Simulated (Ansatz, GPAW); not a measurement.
## A script for RbBr (PBE in single-zeta orbitals)

These are simulated results from GPAW 26.7.0, not measurements. The cell was built from a prototype and was relaxed with r2SCAN in plane waves (Ansatz 0.2.0). Not every such cell is a known phase. All runs are without spin polarisation.

The symmetry is P6_3/mmc (No. 194, hexagonal); a = 5.890 Å, c = 6.870 Å in the conventional setting, 51.60 Å³ an atom. Rb has 5 Br at 3.40–3.43 Å; Br has 5 Rb at 3.40–3.43 Å.

The basis is minimal: single zeta, one radial function for each shell that the log's basis lists. It describes the filled bands fairly and the empty ones poorly.

run.py reads:

```python
import json
from ase import Atoms
from gpaw import GPAW, PW, FermiDirac

atoms = Atoms(['Rb', 'Rb', 'Br', 'Br'],
              cell=[[5.889987, 0.0, 0.0], [-2.944994, 5.100878, 0.0], [-0.0, 0.0, 6.869784]],
              scaled_positions=[[0.333333, 0.666667, 0.25], [0.666667, 0.333333, 0.75], [0.666667, 0.333333, 0.25], [0.333333, 0.666667, 0.75]],
              pbc=True)
calc = GPAW(mode='lcao', basis='sz(dzp)', h=0.2, xc='PBE', kpts={'size': (6, 6, 4), 'gamma': True},
            occupations=FermiDirac(0.02), maxiter=100, legacy_gpaw=True, txt='gpaw.txt')
atoms.calc = calc
res = {'energy': atoms.get_potential_energy(force_consistent=True)}
res['electrons'] = calc.get_number_of_electrons()
res['k'] = calc.get_ibz_k_points().tolist()
res['levels'] = [calc.get_eigenvalues(kpt=i).tolist() for i in range(len(res['k']))]
points = [[0.0, 0.0, 0.0], [0.5, 0.0, 0.0], [0.333333, 0.333333, 0.0], [0.0, 0.0, 0.5], [0.5, 0.0, 0.5], [0.333333, 0.333333, 0.5]]
bands = calc.fixed_density(kpts=points, symmetry='off', txt='bands.txt')
res['points'] = [bands.get_eigenvalues(kpt=i).tolist() for i in range(len(points))]
json.dump(res, open('results.json', 'w'))
print('free energy (eV):', round(res['energy'], 5))
```

Command: `python run.py`. It took 110 s on 1 thread of Arm Neoverse V1, on a shared host, peak memory 0.23 GiB.

The log gpaw.txt, trimmed of paths, versions and times, then the last line on the terminal. An iter line gives the energy in eV and the logarithms of the changes of orbitals (plane waves alone) and density (c: converged):

```
___ ___ ___ _ _ _
 |   |   |_  | | | |

 | | | | | . | | | |

 |__ |  _|___|_____|  26.7.0
 |___|_|

Input parameters:
  basis: sz(dzp)
  h: 0.2
  kpts: {gamma: True,
         size: (6, 6, 4)}
  maxiter: 100
  mode: lcao
  occupations: {fixmagmom: False,
                name: fermi-dirac,
                width: 0.02}
  xc: PBE

System changes: positions, numbers, cell, pbc, initial_charges, initial_magmoms

Initialize ...

species:
  Rb:
    name:    Rubidium
    Z:       37.0
    valence: 9
    core:    28
    charge:  0.0  # [|e|]
    compensation charges:
      type: gauss
      rc: 0.38  # [Å]
      lmax: 2
    cutoffs:
      filter: 2.43  # [Å]
      core: 1.99  # [Å]
    projectors
    | kind |    occ | energy [eV] | rcut [Å] |

    |------|--------|-------------|----------|

    |   4s |  2.000 |     -31.879 |    1.376 |

    |   5s |  1.000 |      -2.231 |    1.376 |

    |   4p |  6.000 |     -15.966 |    1.270 |

    |    p |        |      11.245 |    1.270 |

    |    d |        |       0.000 |    1.217 |

    LCAO basis set for Rb:
      Name: sz(dzp)
      Number of radial functions: 4
      Number of spherical harmonics: 8
        l=0, rc=4.6094 Bohr: 4s-sz confined orbital
        l=0, rc=13.4375 Bohr: 5s-sz confined orbital
        l=1, rc=5.6094 Bohr: 4p-sz confined orbital
        l=1, rc=16.0000 Bohr: 5p-sz confined orbital
      Number of RI-basis functions 0

  Br:
    name:    Bromine
    Z:       35.0
    valence: 7
    core:    28
    charge:  0.0  # [|e|]
    compensation charges:
      type: gauss
      rc: 0.35  # [Å]
      lmax: 2
    cutoffs:
      filter: 1.98  # [Å]
      core: 2.38  # [Å]
    projectors
    | kind |    occ | energy [eV] | rcut [Å] |

    |------|--------|-------------|----------|

    |   4s |  2.000 |     -20.121 |    1.111 |

    |   4p |  5.000 |      -7.861 |    1.111 |

    |    s |        |       7.091 |    1.111 |

    |    p |        |      19.351 |    1.111 |

    |    d |        |       0.000 |    1.111 |

    LCAO basis set for Br:
      Name: sz(dzp)
      Number of radial functions: 2
      Number of spherical harmonics: 4
        l=0, rc=5.3594 Bohr: 4s-sz confined orbital
        l=1, rc=6.8125 Bohr: 4p-sz confined orbital
      Number of RI-basis functions 0

Reference energy: -304011.200305  # eV

Spin-paired calculation

Convergence criteria:
 Maximum [total energy] change in last 3 cyles: 0.0005 eV / valence electron
 Maximum integral of absolute [dens]ity change: 0.0001 electrons / valence electron
 Maximum integral of absolute [eigenst]ate change: 4e-08 eV^2 / valence electron
 Maximum number of scf [iter]ations: 100
 (Square brackets indicate name in SCF output, whereas a 'c' in
 the SCF output indicates the quantity has converged.)

Symmetries present (total): 2

  ( 1  0  0)  (-1  0  0)
  ( 0  1  0)  ( 0 -1  0)
  ( 0  0  1)  ( 0  0 -1)

144 k-points: 6 x 6 x 4 Monkhorst-Pack grid + [1/12,1/12,1/8]
76 k-points in the irreducible part of the Brillouin zone
       k-points in crystal coordinates                weights
   0:     0.00000000    0.00000000    0.00000000          1/144
   1:     0.00000000    0.00000000    0.25000000          2/144
   2:     0.00000000    0.00000000    0.50000000          1/144
   3:     0.00000000    0.16666667   -0.25000000          2/144
   4:     0.00000000    0.16666667    0.00000000          2/144
   5:     0.00000000    0.16666667    0.25000000          2/144
   6:     0.00000000    0.16666667    0.50000000          2/144
   7:     0.00000000    0.33333333   -0.25000000          2/144
   8:     0.00000000    0.33333333    0.00000000          2/144
   9:     0.00000000    0.33333333    0.25000000          2/144
          ...
  75:     0.50000000    0.50000000    0.50000000          1/144

Wave functions: LCAO
  Diagonalizer: Serial LAPACK
  Atomic Correction: dense with blas
  Data-type: complex

Occupation numbers: Fermi-Dirac:
  width: 0.0200  # eV

Eigensolver
   LCAO using direct dense diagonalizer

Densities:
  Coarse grid: 24*24*36 grid
  Fine grid: 48*48*72 grid
  Total Charge: 0.000000

Density mixing:
  Method: separate
  Backend: msr1
  Linear mixing parameter: 0.05
  old densities: 10
  Width of damping distribution: 1.1
  Damping of long wavelength oscillations: 20

Hamiltonian:
  XC and Coulomb potentials evaluated on a 48*48*72 grid
  Using the PBE Exchange-Correlation functional
  Interpolation: tri-quintic (5. degree polynomial)
  Poisson solver: FastPoissonSolver using
    Stencil: 8*3+1=25 point O(h^6) finite-difference Laplacian
    FFT axes: [np.int64(0), np.int64(1), np.int64(2)]
    FST axes: []

XC parameters: PBE with 2 nearest neighbor stencil

Memory estimate:
  Process memory now: 125.75 MiB
  Calculator: 43.53 MiB
    Density: 22.12 MiB
      Arrays: 4.11 MiB
      Localized functions: 14.85 MiB
      Mixer: 3.16 MiB
    Hamiltonian: 3.83 MiB
      Arrays: 2.69 MiB
      XC: 0.00 MiB
      Poisson: 0.00 MiB
      vbar: 1.14 MiB
    Wavefunctions: 17.57 MiB
      C [qnM]: 0.50 MiB
      S, T [2 x qmm]: 1.34 MiB
      P [aqMi]: 0.09 MiB
      BasisFunctions: 15.65 MiB
      Eigensolver: 0.00 MiB

Total number of cores used: 1

Number of atoms: 4
Number of atomic orbitals: 24
Number of bands in calculation: 18
Number of valence electrons: 32
Bands to converge: occupied
Positions:
   0 Rb    -0.000003    3.400587    1.717446    ( 0.0000,  0.0000,  0.0000)
   1 Rb     2.944996    1.700291    5.152338    ( 0.0000,  0.0000,  0.0000)
   2 Br     2.944996    1.700291    1.717446    ( 0.0000,  0.0000,  0.0000)
   3 Br    -0.000003    3.400587    5.152338    ( 0.0000,  0.0000,  0.0000)

Unit cell:
           periodic     x           y           z      points  spacing
  1. axis:    yes    5.889987    0.000000    0.000000    24     0.2125
  2. axis:    yes   -2.944994    5.100878    0.000000    24     0.2125
  3. axis:    yes   -0.000000    0.000000    6.869784    36     0.1908

  Lengths:   5.889987   5.889987   6.869784
  Angles:   90.000000  90.000000 120.000006

Effective grid spacing dv^(1/3) = 0.2151

iter:   1   -10.891840        c
iter:   2   -10.805447        c -1.28
iter:   3   -10.377272        c -1.31
iter:   4   -10.378291        c -2.02
iter:   5   -10.379566c       c -2.24
iter:   6   -10.379513c       c -3.41
iter:   7   -10.379505c       c -3.74
iter:   8   -10.379505c       c -4.80c

Converged after 8 iterations.

Energy contributions relative to reference atoms: (reference = -304011.200305)

Kinetic:        +41.148501
Potential:      -36.763113
External:        +0.000000
XC:             -14.895617
Entropy (-ST):   -0.000000
Local:           +0.130724
SIC:             +0.000000
--------------------------
Free energy:    -10.379505
Extrapolated:   -10.379505

Showing only first 2 kpts
 Kpt  Band  Eigenvalues  Occupancy
  0    14     -0.88551    2.00000
  0    15     -0.74781    2.00000
  0    16      2.83829    0.00000
  0    17      5.87090    0.00000

  1    14     -0.86923    2.00000
  1    15     -0.86790    2.00000
  1    16      3.26834    0.00000
  1    17      5.24150    0.00000

Fermi level: 0.27288

Gap: 3.586 eV
Transition (v -> c):
  (s=0, k=0, n=15, [0.00, 0.00, 0.00]) -> (s=0, k=0, n=16, [0.00, 0.00, 0.00])
No difference between direct/indirect transitions

free energy (eV): -10.3795
```

The gap in the log is over the mesh alone; results.json adds the listed points. PBE in single-zeta orbitals gives a gap of 3.59 eV. On the same cell, plane-wave PBE (Ansatz, 6×6×4 k points and the special points) gives a gap of 4.06 eV and r2SCAN a gap of 4.65 eV; on shared hosts these took about 6.8 and 17 core-seconds on the 4-atom cell, against 110 for the script. Semilocal gaps usually lie below measured ones.

Spin-orbit coupling is left out.
